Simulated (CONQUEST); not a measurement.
Runs of CONQUEST 1.3 on Hf. Symmetry: Im-3m, No. 229, cubic system. Conventional cell: a = 3.610 Å, b = 3.610 Å, c = 3.610 Å, α = 90.00°, β = 90.00°, γ = 90.00°. Around Hf (site symmetry m-3m) lie 8 Hf at 3.13 Å. This isn't the form of Hf at room conditions, which is hcp.

| task | level | potentials or basis | spin | cell | k mesh | smearing | other keys | gap on the mesh (eV) | pressure (GPa) | moment (μB) |
| --- | --- | --- | --- | --- | --- | --- | --- | --- | --- | --- |
| single point | RPBE | PseudoDojo NC PBEsol, SZP, grid cutoff 100 Ha | collinear, random start | volume scaled by 1.25 | 6 × 6 × 6 | methfessel-paxton of order 2 0.2 eV | - | none | -16.6 | 0.00 |
| single point | OLYP | PseudoDojo NC PBE, SZP, grid cutoff 100 Ha | collinear, antiferromagnetic start | as given | 6 × 6 × 6 | fermi-dirac 0.05 eV | - | none | (a) | 0.00 |
| band structure | PBEint | PseudoDojo NC PBEsol, DZP, grid cutoff 80 Ha | collinear, random start | atoms of the box moved at random, drawn with an rms of 0.05 Å | 5 × 5 × 5 | fermi-dirac 0.1 eV | - | - | - | 0.00 |
| band structure | LDA | PseudoDojo NC LDA, SZP, grid cutoff 80 Ha | collinear, antiferromagnetic start | edges of the box strained at random at fixed volume | 5 × 5 × 5 | fermi-dirac 0.05 eV | - | - | - | 0.00 |
| single point | LDA | PseudoDojo NC LDA, DZ, grid cutoff 80 Ha | collinear, antiferromagnetic start | edges of the box strained at random at fixed volume | 5 × 6 × 5, shifted | fermi-dirac 0.003 eV | Diag.GammaCentred = F; SC.WaveDependentMetric = T; … | none | -17.0 | 0.00 |
| single point | B86bPBE | PseudoDojo NC PBE, DZP, grid cutoff 80 Ha | off | atoms of the box moved at random, drawn with an rms of 0.05 Å | 5 × 5 × 5 | fermi-dirac 0.05 eV | - | none | -3.8 | - |
| single point | LDA | PseudoDojo NC LDA, SZP, grid cutoff 80 Ha | collinear, antiferromagnetic start | edges of the box strained at random at fixed volume | 5 × 5 × 5 | fermi-dirac 0.05 eV | - | none | -12.8 | 0.00 |
| band structure | OLYP | PseudoDojo NC PBE, SZP, grid cutoff 100 Ha | collinear, antiferromagnetic start | as given | 6 × 6 × 6 | fermi-dirac 0.05 eV | - | - | - | 0.00 |

Problem. Estimate the missing entries.

Solution. (a) -4.4.

Caveats: the basis of atomic orbitals isn't converged, which shifts pressures, moduli and gaps; the atomic basis is small (some runs); the potentials were made for another functional, which shifts forces and pressure (some runs); the box holds several primitive cells, so bands are folded and the points are those of the box's own zone (some runs); spin-orbit coupling is left out, which moves the levels of the heavy elements (some runs).

A k mesh can miss the band edges, and the runs leave out spin-orbit coupling on Hf.

A gap of «none» marks a metal or a gap under the smearing width.

Runs at the PBE level aren't shown here.
